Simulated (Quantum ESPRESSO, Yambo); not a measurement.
# A GW run on SiC (F-43m) in Yambo, with inputs changed, part 2 of 2

What do changed inputs do to GW on SiC (F-43m)?

Yambo 5.3.0; PBE and many-body steps on it, plane waves. Known limits of the many-body steps: not at the basis limit.

So far. Step 2 (Base): The gap on the mesh goes from 1.36 eV to 2.01 eV, a correction of +0.64 eV. Step 3 (More G vectors in the random integration): Against G0W0 in Yambo (6×6×6 mesh, 58 bands, screening to 142.9 eV, Godby-Needs plasmon pole), the gap moves by +0.012 eV.

## (4) Damping of G

Level of this step: G0W0 on PBE, plane waves, norm-conserving pseudopotentials (Yambo).

gw7.in

```
HF_and_locXC
gw0
dyson
ppa
em1d
rim_cut
RandQpts= 1000000
RandGvec= 1 RL
EXXRLvcs= 74 Ry
VXCRLvcs= 296 Ry
Chimod= "HARTREE"
% BndsRnXp
 1 | 58 |
%
NGsBlkXp= 10.5 Ry
% LongDrXp
 1 | 1 | 1 |
%
% GbndRnge
 1 | 58 |
%
DysSolver= "n"
ExtendOut
PPAPntXp= 27.21138 eV
% QPkrange
 1 | 1 | 3 | 6 |
 13 | 13 | 3 | 6 |
%
GDamping= 0.5 eV
```

Command:

```console
$ OMP_NUM_THREADS=1 mpirun -n 8 yambo -F gw7.in -J gw7,gw2_W -C gw7 > gw7.log
```

Output:

```text
 Yambo, version 5.3.0

 [02] CORE Variables Setup
 =========================

  [... cell, symmetries and grids as in the set-up ...]

  [02.05] Energies & Occupations
  ==============================

  [X] === General ===
  [X] Electronic Temperature                        :  0.000000  0.000000 [eV K]
  [X] Bosonic    Temperature                        :  0.000000  0.000000 [eV K]
  [X] Finite Temperature mode                       : no
  [X] El. density                                   :  0.38662E+24 [cm-3]
[...]
QP @ state[ 1 ] b range                          :   3   6
   QP @ state[ 2 ] K range                          :  13  13
   QP @ state[ 2 ] b range                          :   3   6
   GF energies kind                                 : Perdew, Burke & Ernzerhof(X)+Perdew, Burke & Ernzerhof(C)
   GF WF`s kind                                     : Perdew, Burke & Ernzerhof(X)+Perdew, Burke & Ernzerhof(C)
   Xs energies kind                                 : Perdew, Burke & Ernzerhof(X)+Perdew, Burke & Ernzerhof(C)
   Xs WF`s kind                                     : Perdew, Burke & Ernzerhof(X)+Perdew, Burke & Ernzerhof(C)

 [11] Game Over & Game summary
```

Run time: 11 s. Hardware: 8 MPI ranks of Intel Xeon 6975P-C (Granite Rapids), shared host; peak memory 2.4 GiB; 66 s of CPU time.

This step gave:

| Item | Value |
| --- | --- |
| G0W0 gap on the points computed | 2.007 eV |
| starting gap on the mesh | 1.361 eV |
| k of the valence top | 0, 0, 0 |
| k of the conduction bottom | 0, -0.5, -0.5 |
| least direct G0W0 gap on the computed points | 5.555 eV |

Against G0W0 in Yambo (6×6×6 mesh, 58 bands, screening to 142.9 eV, Godby-Needs plasmon pole), the gap moves by +0.001 eV.

## (5) Only filled bands in the screening

gw8.in, as its differences from gw7.in of step 4:

```diff
@@ -12,3 +12,3 @@
 % BndsRnXp
- 1 | 58 |
+ 1 | 4 |
 %
@@ -28,2 +28 @@
 %
-GDamping= 0.5 eV
```

Command:

```console
$ OMP_NUM_THREADS=1 mpirun -n 8 yambo -F gw8.in -J gw8 -C gw8 > gw8.log
```

Output:

```text
 Yambo, version 5.3.0

 [02] CORE Variables Setup
 =========================

  [... cell, symmetries and grids as in the set-up ...]

  [02.05] Energies & Occupations
  ==============================

  [X] === General ===
  [X] Electronic Temperature                        :  0.000000  0.000000 [eV K]
  [X] Bosonic    Temperature                        :  0.000000  0.000000 [eV K]
  [X] Finite Temperature mode                       : no
  [X] El. density                                   :  0.38662E+24 [cm-3]
  [X] Fermi Level                                   :  9.496070 [eV]

  [X] === Gaps and Widths ===
  [X] Conduction Band Min                           :  1.361356 [eV]
  [X] Valence Band Max                              :  0.000000 [eV]
  [X] Filled Bands                                  :   4
  [X] Empty Bands                                   :    5  136
  [X] Direct Gap                                    :  4.552961 [eV]
  [X] Direct Gap localized at k                     :  13
  [X] Indirect Gap                                  :  1.361356 [eV]
  [X] Indirect Gap between kpts                     :   1  13
  [X] Last valence band width                       :  4.386317 [eV]
  [X] 1st conduction band width                     :  5.670360 [eV]

 [03] Transferred momenta grid and indexing
 ==========================================

 IBZ Q-points                                      :  16
 BZ  Q-points                                      :  216

 K/Q-points units:
 rlu = crystal or reduced units; cc = cartesian coordinates; iku = interal k-units

 Q [ 1]         [rlu]:  0.000000  0.000000  0.000000
 Q [ 2]         [rlu]:  0.16734E-16  0.16734E-16  0.16667
 Q [ 3]         [rlu]:  0.33468E-16  0.33468E-16  0.33333
[...]
NLCC RL compoments                               :  12039
  PP Number of Atomic Species                      :  2
  NLCC RL compoments                               :  12039

 [xc] E_xc :  -3.047449 [Ha]
      E_xc :  -6.094897 [Ry]

  Local XC kind (lXC) : Perdew, Burke & Ernzerhof(X)+Perdew, Burke & Ernzerhof(C)
  Non-Local XC kind (nlXC) : Hartree-Fock

  Corrections @ K [1] :  [eV]
 <3|nlXC|3> = -17.50940  0.14119E-17 <3|lXC|3> = -14.92963  0.000000
 <4|nlXC|4> = -17.50935 -0.68576E-18 <4|lXC|4> = -14.92963  0.75527E-15
 <5|nlXC|5> = -7.587559 -0.44225E-17 <5|lXC|5> = -13.21316  0.000000
[...]
Corrections @ K [13] :  [eV]
[...]
<5|nlXC|5> = -6.436576  0.24051E-17 <5|lXC|5> = -10.50524  0.23602E-16
 <6|nlXC|6> = -6.009783 -0.24854E-17 <6|lXC|6> = -10.76975  0.000000

 [08] Dyson equation: Newton solver
 ==================================

  [08.01] G0W0 (W PPA)
  ====================

  [  GW  ] Bands range     :    1   58
  [GW/PPA] G damping       :  0.100000 [eV]

  QP @ state[ 1 ] K range:  1  1
  QP @ state[ 1 ] b range:   3   6
  QP @ state[ 2 ] K range:  13  13
  QP @ state[ 2 ] b range:   3   6

   Sc/G bands                                       :    1   58
   Sc/G damping                                     :  0.100000 ev
   Sc bands terminator                              : no
   Sx RL components                                 :  1471

   QP @ state[ 1 ] K range                          :  1  1
   QP @ state[ 1 ] b range                          :   3   6
   QP @ state[ 2 ] K range                          :  13  13
   QP @ state[ 2 ] b range                          :   3   6
   GF energies kind                                 : Perdew, Burke & Ernzerhof(X)+Perdew, Burke & Ernzerhof(C)
   GF WF`s kind                                     : Perdew, Burke & Ernzerhof(X)+Perdew, Burke & Ernzerhof(C)
   Xs energies kind                                 : Perdew, Burke & Ernzerhof(X)+Perdew, Burke & Ernzerhof(C)
   Xs WF`s kind                                     : Perdew, Burke & Ernzerhof(X)+Perdew, Burke & Ernzerhof(C)

 [11] Game Over & Game summary
```

It took 16 s on 8 MPI ranks; peak memory 2.5 GiB.

The run ended normally, though the input holds a fault or crude settings.

The fault put into this input: only filled bands in the screening.

## (6) The runs together

Times are wall times on 8 MPI ranks of Intel Xeon 6975P-C (Granite Rapids), shared host, good to a factor of about two.

| run | mesh | bands | screening cutoff (eV) | DFT gap (eV) | gap on the mesh (eV) | direct (eV) | time |
| --- | --- | --- | --- | --- | --- | --- | --- |
| base | 6×6×6 | 58 | 142.9 | 1.361 | 2.005 | 5.553 | 20 s |
| more G vectors in the random integration | 6×6×6 | 58 | 142.9 | 1.361 | 2.017 | 5.561 | 63 s |
| damping of G | 6×6×6 | 58 | 142.9 | 1.361 | 2.007 | 5.555 | 11 s |

## (7) What came out

| Item | Value |
| --- | --- |
| base | 2.005 eV |
| more G vectors in the random integration | 2.017 eV |
| damping of G | 2.007 eV |
| known limits | not at the basis limit |

In words: More G vectors in the random integration: +0.012 eV against base (keys changed: RandGvec and QpgFull; the shift is their joint effect). Damping of G: +0.001 eV against base (keys changed: GDamping). Bands and cutoff are finite, so the gap is not at the basis limit. The miss can reach some tenths of an eV and take either sign; the mesh is an error of its own. In the G0W0 runs levels were corrected at 2 k points alone, so a gap called «on the mesh» is the least over those, and an edge elsewhere would be missed.

[Paths, hosts, dates, memory and timing lines, banners, echoed tables and standing remarks are left out of the program output.]

[Logs are printed without paths, hosts, clocks, repeated set-up lines and the standing remarks that a program may print on its own settings, such as how far it seeks lower states.]

[Runs of the session that timed out or met a known fault of the program may be left out.]

[Hosts, paths, dates, database ids (printed as entryN), source tags and the programs' standing remarks are cut or masked in the printed files.]
